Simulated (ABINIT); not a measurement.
Set up this calculation in ABINIT 10.8.3 (patched build), as the native input.

```
Task                : single point
Functional          : PBEsol
Potentials or basis : PseudoDojo NC SR PBEsol v0.4 stringent
Cutoff              : 1415 eV
k mesh              : 11 × 11 × 11
Occupations         : fermi-dirac, width 0.05 eV
Spin                : collinear spin, ferromagnetic start
Starting moments    : [2.0, 0.0] μB
```

The system is CoO.

```
Co O
1.0
     0.00000    2.13150    2.13150
     2.13150    0.00000    2.13150
     2.13150    2.13150    0.00000
Co O
1 1
Direct
  0.00000 0.00000 0.00000
  0.50000 0.50000 0.50000
```

The input as run:

run.abi

```
# Pseudopotentials
pp_dirpath "./"
pseudos "Co.upf, O.upf"

# Structure
acell 3*1.0
rprim
     0.0000000000     4.0279512346     4.0279512346
     4.0279512346     0.0000000000     4.0279512346
     4.0279512346     4.0279512346     0.0000000000
ntypat 2
znucl 27 8
natom 2
typat 1 2
xred
     0.0000000000     0.0000000000     0.0000000000
     0.5000000000     0.5000000000     0.5000000000

# Plane-wave basis
ecut 52.0

# k points
kptopt 1
ngkpt 11 11 11
nshiftk 1
shiftk 0.0 0.0 0.0

# Exchange and correlation
ixc -116133

# Bands and occupations
nband 16
occopt 3
tsmear 0.00183747

# Spin
nsppol 2
spinat
     0.0000000000     0.0000000000     2.0000000000
     0.0000000000     0.0000000000     0.0000000000

# SCF cycle
nstep 100
tolvrs 1.0e-10

# Output
iomode 3
prtwf 0
prteig 0
prtebands 0
enunit 1
prtden 1
prtvha 1
prtvclmb 1
prtpot 1
```

Potentials or basis: PseudoDojo NC SR PBEsol v0.4 stringent.

Launch:

```console
$ abinit run.abi > log 2>&1
```

Results of the run:

```yaml
Pressure: -11.2 GPa
Band_gap_on_the_k_mesh: none (metal or under the smearing width)
Net_moment: 2.97 μB per cell
Site_moments: Co +2.57; O +0.37 μB
Valence_electrons_inside_the_program's_atomic_spheres: Co 15.02; O 6.18
```

Caveat: a cell with one magnetic atom can't hold antiferromagnetic order, which such compounds often take; semilocal functionals often make such compounds metallic where correlation or magnetic order opens a gap, which also shifts bond lengths.

It took 2.2 min on 1 thread of Intel(R) Xeon(R) 6975P-C (Granite Rapids) (shared host), peak memory 0.15 GiB.
